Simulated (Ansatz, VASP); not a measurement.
One calculation of PbO2, two programs

```
CELL_PARAMETERS angstrom
0.00000 2.70199 2.70199
2.70199 0.00000 2.70199
2.70199 2.70199 0.00000
ATOMIC_POSITIONS crystal
Pb 0.00000 0.00000 0.00000
O 0.25000 0.25000 0.25000
O 0.75000 0.75000 0.75000
```

Alike in both runs: task single point; functional PBE; k mesh 4 × 4 × 4; no spin polarisation.

|  | VASP | Ansatz |
| --- | --- | --- |
| version | VASP 6.6.1 | Ansatz 0.2.0 |
| potentials or method | VASP PAW PBE potentials, release 64 (Pb_d, O) | scalar-relativistic, plane waves, PAW |
| plane-wave cutoff (eV) | 520 | 420 |
| occupations | methfessel-paxton of order 1, width 0.25 eV | cold, width 0.25 eV |
| valence electrons in the cell | 26 | 26 |

```tsv
	VASP	Ansatz	Ansatz less VASP
gap on the k mesh at the Fermi level (eV)	none	none	-
pressure (GPa)	0.2	-0.1	-0.33
```

A gap of «none» marks a metal or a gap that the smearing closes.

Caveats: the k mesh is coarse (spacing up to 0.50 Å⁻¹), so the values aren't converged. The runs have no spin-orbit coupling, so splittings on Pb are missing.
